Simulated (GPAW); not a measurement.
A run of GPAW 26.7.0 is set up as follows.

File run.py:

```python
from ase.eos import EquationOfState
from ase.io import Trajectory, read
from ase.units import GPa
from gpaw import GPAW, PW, setup_paths

setup_paths.insert(0, '.')

atoms = read('ZnS.xyz')

traj = Trajectory('eos.traj', 'w')
volumes, energies = [], []
for x in [0.94, 0.96, 0.98, 1.0, 1.02, 1.04, 1.06]:
    a = atoms.copy()
    a.set_cell(atoms.cell * x**(1 / 3), scale_atoms=True)
    calc = GPAW(mode=PW(600),
                xc='PBE',
                kpts={'size': (7, 7, 7), 'gamma': True},
                occupations={'name': 'fermi-dirac', 'width': 0.05},
                setups={'S': 'jth', 'Zn': 'jth'},
                nbands=-9,
                convergence={'density': 1e-05, 'energy': 1e-05},
                maxiter=150,
                txt=f'eos-{x:.2f}.txt')
    a.calc = calc
    energies.append(a.get_potential_energy(force_consistent=True))
    volumes.append(a.get_volume())
    p = -a.get_stress()[:3].mean() / GPa
    calc.write(f'eos-{x:.2f}.gpw')
    traj.write(a)
    print(f'{x:.2f} {volumes[-1]:10.4f} A^3 {energies[-1]:14.6f} eV {p:9.3f} GPa', flush=True)

v0, e0, B = EquationOfState(volumes, energies, eos='birchmurnaghan').fit()
print(f'V0 = {v0:.4f} A^3, E0 = {e0:.6f} eV, B0 = {B / GPa:.2f} GPa')
```

ZnS.xyz

```xyz
2
Lattice="0.0000000000 2.7020000000 2.7020000000 2.7020000000 0.0000000000 2.7020000000 2.7020000000 2.7020000000 0.0000000000" Properties=species:S:1:pos:R:3 pbc="T T T"
Zn     4.0530000000      4.0530000000      4.0530000000
S      0.0000000000      0.0000000000      0.0000000000
```

Potentials or basis: JTH PAW 2.0, PBE, pw.

Command:

```bash
$ OMP_NUM_THREADS=1 python run.py
```

What does it give for the equilibrium volume?

20.08 Å³/atom.

Estimate the pressure derivative of the bulk modulus.

4.4 (rough: it moves with the points fitted).

Predict the bulk modulus.

74 GPa.

Energy against volume, from the lowest point:
```tsv
volume (Å³/atom)	energy (meV/atom)
18.543	31.38
18.938	16.63
19.332	7.00
19.727	1.71
20.121	0.00
20.516	2.17
20.910	7.41
```

Caveat: the program truncates these outside data sets. PBE usually gives volumes a little too large and moduli too small.

**What was measured.**

From “Electronic, vibrational, and thermodynamic properties of ZnS (zincblende and rocksalt structure)”, 2009, arxiv:0911.5022, for a bulk crystal of ZnS: bulk modulus 76.9 GPa.

Measured bulk modulus of ZnS: 76.9 GPa (quoted in “Electronic, vibrational, and thermodynamic properties of ZnS (zincblende and rocksalt structure)”, 2009, arxiv:0911.5022). This calculation gives 74 GPa (-4.4 %). The fit is for a static lattice scaled at fixed shape and fixed fractional positions.
